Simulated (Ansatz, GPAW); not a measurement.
## One calculation of TiCo, 3 ways

```
Co Ti
1.0
     2.98611    0.00000    0.00000
     0.00000    2.98611    0.00000
     0.00000    0.00000    2.98611
Co Ti
1 1
Direct
  0.50000 0.50000 0.50000
  0.00000 0.00000 0.00000
```

The cell comes from a database or a generator and needn't be the stable form of this composition.

Alike in all runs: task band structure; functional PBEsol; k mesh 9 × 9 × 9; occupations fermi-dirac, width 0.05 eV; collinear spin, ferromagnetic start; no spin-orbit coupling. Pressure is positive in compression and, in plane waves, holds the error of the finite cutoff, which Ansatz's Pulay term estimates and takes out.

| program and potentials | plane-wave cutoff (eV) | notes | band gap (eV) | pressure (GPa) | net moment per atom (μB) |
| --- | --- | --- | --- | --- | --- |
| Ansatz, all-electron LAPW, scalar-relativistic | - | - | no gap | -8.09 | 0.37 |
| GPAW, PAW data sets generated for this functional | 600 | 10.5 valence electrons an atom on average | no gap | -8.46 | 0.35 |
| Ansatz, PAW datasets made for the crystal | 280 | 14.5 valence electrons an atom on average | no gap | -8.09 | 0.37 |

None finds a gap. The pressure spans -8.46 (GPAW, PAW data sets generated for this functional) to -8.09 GPa (Ansatz, PAW datasets made for the crystal), with all-electron results at -8.09. The net moment per atom spans 0.35 (GPAW, PAW data sets generated for this functional) to 0.37 μB (Ansatz, PAW datasets made for the crystal), with all-electron results at 0.37. The state is the one that the start led to, which needn't be the lowest.

Differences between rows come from potentials, basis sets and numerical settings, since the functional is the same but for its coding. Runs on potential files found faulty are left out.

All three runs describe a metal with a net moment, under tension at this volume, so the functional favours a smaller cell. Since the lattice parameter is close to the measured one, the tension probably reflects the overbinding of 3d metals that is common with PBEsol. Metallic behaviour is expected from overlapping Ti and Co d bands. Compared with TiFe, whose Fermi level lies in a pseudogap between bonding and antibonding d states, Co brings an extra electron that must enter the antibonding states. The higher density of states there favours exchange splitting, which probably explains the moment.

Ordered stoichiometric TiCo is, however, known as a paramagnet without spontaneous magnetisation. The likely cause of the disagreement is that a semilocal functional leaves out the spin fluctuations that suppress weak itinerant magnetism. The close agreement between the runs therefore supports the numerical solution, not ferromagnetism in the real compound. Stretching also narrows the d bands, and whether the moment would survive at the functional's own equilibrium volume isn't shown.
